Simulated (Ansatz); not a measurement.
# BaTiO3 (model cell, started as cubic perovskite with Ti in the octahedra): phonons and vibrational spectra, part 2 of 2

Wanted: phonon frequencies of BaTiO3 (model cell, started as cubic perovskite with Ti in the octahedra) and what follows from them.

Ansatz 0.2.0; DFT PBEsol, scalar-relativistic, plane waves, PAW; PAW set soft_1.

So far. Step 3 (Relaxing to small forces for the phonons): The forces vanish by symmetry and the pressure is 0.004 GPa, within the tolerances set. The cell now holds 12.52 Å³/atom. Step 4 (Modes at Γ): Before it was imposed, the acoustic sum rule was missed by 1.2e-4 eV/Å² and the charge sum rule by 0.0025 e. Small misses are needed for a sound result but don't prove that mesh and cutoff are converged. The relaxed cell has a = 3.970 Å (conventional setting).

### 5. Response at finite wavevector

Stability and thermal properties need the whole zone. Linear response on a 4×4×4 q mesh gives force constants as far as a supercell of that size would, and the tensors from the zone-centre run are typed in so that the long-range dipole term is interpolated apart.

Input file input.yaml:

```yaml
crystal:
  lattice:
    - [3.9701498195, 0.0, 0.0]
    - [0.0, 3.9701498195, 0.0]
    - [0.0, 0.0, 3.9701498195]
  atoms:
    - { symbol: Ba, position: [0.0, 0.0, 0.0] }
    - { symbol: Ti, position: [0.5, 0.5, 0.5] }
    - { symbol: O, position: [0.5, 0.5, 0.0] }
    - { symbol: O, position: [0.5, 0.0, 0.5] }
    - { symbol: O, position: [0.0, 0.5, 0.5] }
kpoints:
  mp_grid: { grid: [8, 8, 8] }
hamiltonian:
  xc: pbesol
  pseudopotentials: { kind: paw, azcp: { folder: soft_1 }, xc_functional: pbe }
scf:
  occupations: { method: fixed }
output:
  eigenvalues: true
phonons:
  method: dfpt
  qmesh: [4, 4, 4]
  temperatures: { t_max: 1000, t_step: 50 }
  qpath:
    path:
      - [[0.0, 0.0, 0.0], [0.0, 0.5, 0.0], [0.5, 0.5, 0.0], [0.0, 0.0, 0.0], [0.5, 0.5, 0.5], [0.0, 0.5, 0.0]]
      - [[0.5, 0.5, 0.5], [0.5, 0.5, 0.0]]
    npoints: 10
  non_analytic_term:
    high_frequency_dielectric_tensor: [[6.7286, 0.0, 0.0], [0.0, 6.7286, 0.0], [0.0, 0.0, 6.7286]]
    born_effective_charges:
      - { species: Ba, tensor: [[2.7775, 0.0, 0.0], [0.0, 2.7775, 0.0], [0.0, 0.0, 2.7775]] }
      - { species: Ti, tensor: [[7.3419, 0.0, 0.0], [0.0, 7.3419, 0.0], [0.0, 0.0, 7.3419]] }
      - { species: O, tensor: [[-2.157, 0.0, 0.0], [0.0, -2.157, 0.0], [0.0, 0.0, -5.8054]] }
      - { species: O, tensor: [[-2.157, 0.0, 0.0], [0.0, -5.8054, 0.0], [0.0, 0.0, -2.157]] }
      - { species: O, tensor: [[-5.8054, 0.0, 0.0], [0.0, -2.157, 0.0], [0.0, 0.0, -2.157]] }
    source: "zone-centre run at this cell"
```

Run with:

```console
ansatz run input.yaml --threads 4 --pin off --max-ram 16384MiB --backend cpu --events-out ev --progress --plain --runs-dir out
```

Run time: 12 min. Hardware: 4 threads of Arm Neoverse V1, shared host; peak memory 2.2 GiB; 48 min of CPU time.

Numbers from this step:

* sum-rule residual before enforcement: 1.17e-4 eV/Å²
* lowest frequency on the path: -187.8 cm⁻¹
* highest frequency on the path or at a solved wavevector: 749.4 cm⁻¹
* lowest mode on the q mesh (acoustic modes at Γ apart): -187.8 cm⁻¹

Frequencies (cm⁻¹) solved at each irreducible wavevector; negative means imaginary. Frequencies by wavevector, by row:

```
q in reciprocal lattice units  star  mode 1  mode 2  mode 3  mode 4  mode 13  mode 14  mode 15
                        0 0 0     1  -187.8  -187.8  -187.8       0      467      467      467
                     0 0 0.25     6  -164.9  -164.9    83.6    83.6    453.4      483    664.6
                     0 0 -0.5     3    -150    -150   107.8   107.8    434.2    520.9    657.6
                  0 0.25 0.25    12  -144.3    83.3   102.2   121.3    457.1    481.5      688
                  0 0.25 -0.5    12  -132.1   106.9   107.4   109.3    438.8    499.4      693
                  0 -0.5 -0.5     3    -123   106.9   107.8   107.8    440.2    463.5    714.2
               0.25 0.25 0.25     8   102.4   102.4   109.6   210.6    442.4      472    710.9
               0.25 0.25 -0.5    12   106.6   109.7   120.3   219.2    427.6    478.1    719.6
               0.25 -0.5 -0.5     6   119.9     120     120   190.6    430.4      443    735.5
               -0.5 -0.5 -0.5     1   131.5   131.5   131.5   177.8    420.3    420.3    749.4
```

Interpolated from a 4×4×4 q mesh, with the LO-TO term (at Γ the limit along the path; where Γ stands inside the path, tables give the limit on arrival). Phonon branches along the path, in cm⁻¹:

```
    point  branch 1  branch 2  branch 3  branch 4  branch 12  branch 13  branch 14  branch 15
        Γ      -188      -188         0         0        450        467        467        660
  halfway      -165      -165        84        84        453        453        483        665
        X      -150      -150       108       108        434        434        521        658
  halfway      -132       107       107       109        413        439        499        693
        M      -123       107       108       108        440        440        464        714
  halfway      -144        83       102       121        438        457        482        688
        Γ      -188      -188         0         0        450        467        467        660
  halfway       102       102       110       211        442        442        472        711
        R       132       132       132       178        420        420        420        749
  halfway       107       110       120       219        417        428        478        720
        X      -150      -150       108       108        434        434        521        658
jump to R       132       132       132       178        420        420        420        749
  halfway       120       120       120       191        430        430        443        736
        M      -123       107       108       108        440        440        464        714
```

Tetrahedra on a 16×16×16 mesh, mean over bins of 10 cm-1. Interpolated from a 4×4×4 q mesh. Table of phonon density of states by wavenumber; read off at these points:

```
wavenumber (cm⁻¹)  phonon density of states (1/cm⁻¹/cell)
             -185                                  4.8e-4
             -155                                 0.00413
             -135                                 0.00795
             -105                                 0.00449
              -85                                 0.00227
              -55                                 0.00209
              -35                                   0.002
               -5                                   0.002
               15                                 0.00207
               45                                 0.00371
               65                                 0.00884
               95                                  0.0269
              105                                   0.110
              115                                  0.0766
              145                                 0.00586
              175                                  0.0109
              195                                  0.0278
              215                                  0.0570
              225                                  0.0465
              245                                  0.0360
              265                                  0.0379
              275                                  0.0335
              295                                  0.0217
              325                                  0.0245
              345                                  0.0349
              375                                  0.0294
              395                                  0.0310
              425                                  0.0389
              435                                  0.0587
              455                                  0.0316
              475                                  0.0248
              505                                  0.0082
              525                                  2.0e-5
              555                                       0
              575                                       0
              605                                  1.0e-5
              625                                  1.0e-5
              655                                 0.00122
              675                                  0.0117
              705                                  0.0136
              725                                 0.00982
              755                                  3.0e-5
```

The partial phonon density of states has structure finer than the step of the table below, so its rows give means over 25 cm⁻¹, whole bins alone (the curve runs from -198 to 781 cm⁻¹). Peaks (cm⁻¹: height): Ba 110.1: 0.0868; O 221.0: 0.0394, 270.2: 0.026, 344.1: 0.0270, 436.5: 0.0425, 713.7: 0.0139; Ti -105.4: 0.00722, 73.2: 0.00603, 196.3: 0.00943, 257.9: 0.0105, 356.5: 0.00604, 436.5: 0.0087, 479.6: 0.0064.

Phonopy on the run's constants, 15x15x15 mesh, Gaussian sigma 7.0 cm-1. Interpolated from a 4×4×4 q mesh. Partial phonon density of states against wavenumber; means over each step; values in 1/cm⁻¹/cell:

```
wavenumber (cm⁻¹)       Ba        O       Ti
             -175   6.4e-6   8.6e-4  0.00113
             -150   3.0e-5  0.00183  0.00392
             -125   1.3e-4  0.00201  0.00607
             -100   2.0e-4  0.00138  0.00576
              -75   4.7e-5   2.0e-4   5.9e-4
              -50   3.7e-5   7.8e-5   1.6e-4
              -25   3.4e-5   4.9e-5   1.3e-4
                0   5.5e-5   3.4e-5   8.1e-5
               25   6.1e-4   1.9e-4   5.2e-4
               50  0.00238   7.0e-4  0.00179
               75  0.00950  0.00155  0.00488
              100   0.0536  0.00208  0.00373
              125   0.0399  0.00148  0.00275
              150  0.00316   8.7e-4   6.3e-4
              175  0.00246  0.00597  0.00386
              200  0.00241   0.0251  0.00815
              225  0.00172   0.0337  0.00868
              250  0.00117   0.0222  0.00952
              275   7.1e-4   0.0241  0.00800
              300   3.1e-4   0.0156  0.00477
              325   2.9e-4   0.0212  0.00525
              350   2.0e-4   0.0258  0.00527
              375   1.5e-4   0.0233  0.00515
              400   7.9e-5   0.0202  0.00495
              425   1.7e-4   0.0326  0.00670
              450   1.4e-4   0.0330  0.00497
              475   1.4e-4   0.0179  0.00529
              500   6.5e-5  0.00746  0.00416
              525   3.7e-6   9.3e-4   7.5e-4
              550        0   2.2e-6   2.2e-6
              575        0        0        0
              600        0        0        0
              625        0   3.1e-6   7.8e-7
              650   3.4e-5  0.00242   3.2e-4
              675   9.3e-5  0.00992   9.4e-4
              700   5.2e-5   0.0119   6.5e-4
              725   1.5e-5   0.0103   3.5e-4
              750   1.6e-7  0.00286   6.1e-5
```

Symmetry leaves 10 wavevectors to solve. The lowest mode among them, the acoustic zeros apart, lies at Γ and is imaginary, 187.8i cm⁻¹, so the energy falls along it.

### 6. Summary of results

- space group after relaxation (within 0.01 Å): Pm-3m
- volume per atom: 12.5 Å³
- gap on the k-mesh: 1.82 eV
- highest optical mode at the zone centre (no LO-TO term): 467 cm⁻¹
- top of the zone-centre spectrum with the field: 659 cm⁻¹
- lowest optical zone-centre mode: -188 cm⁻¹
- mean high-frequency dielectric constant: 6.73
- largest Born charge (third of the trace): 7.34 e
- lowest mode on the q mesh (acoustic modes at Γ apart): -188 cm⁻¹
- highest frequency on the path or at a solved wavevector: 749 cm⁻¹
- imaginary modes on the 4×4×4 q mesh: yes

What this shows: Modes are clearly imaginary (beyond 10i cm⁻¹) at 6 of the 10 irreducible wavevectors, most at Γ (187.8i cm⁻¹), so this structure is not a minimum of the energy. Without the field, the optical modes at Γ span -188 to 467 cm⁻¹ (negative means imaginary). The highest mode in this list at Γ, 467.0 cm⁻¹, is mostly motion of O (97 % of the kinetic energy). With the macroscopic field of the longitudinal modes the top of the zone-centre spectrum lies at 659 cm⁻¹, against 467 cm⁻¹ without it. Among the real modes, the strongest infrared line is at 467 cm⁻¹. Spin-orbit coupling is left out, which can matter for the heavy elements here. The PAW files were made for PBE and serve the other functionals too. The starting cell was built on a prototype and not taken from a measurement, so the phase need not exist. These are harmonic frequencies at zero temperature: anharmonic shifts, linewidths and thermal expansion are left out.

[Logs are printed without paths, hosts, clocks, repeated set-up lines and the standing remarks that a program may print on its own settings, such as how far it seeks lower states.]

[Hosts, paths, dates, database ids (printed as entryN), source tags and the programs' standing remarks are cut or masked in the printed files.]
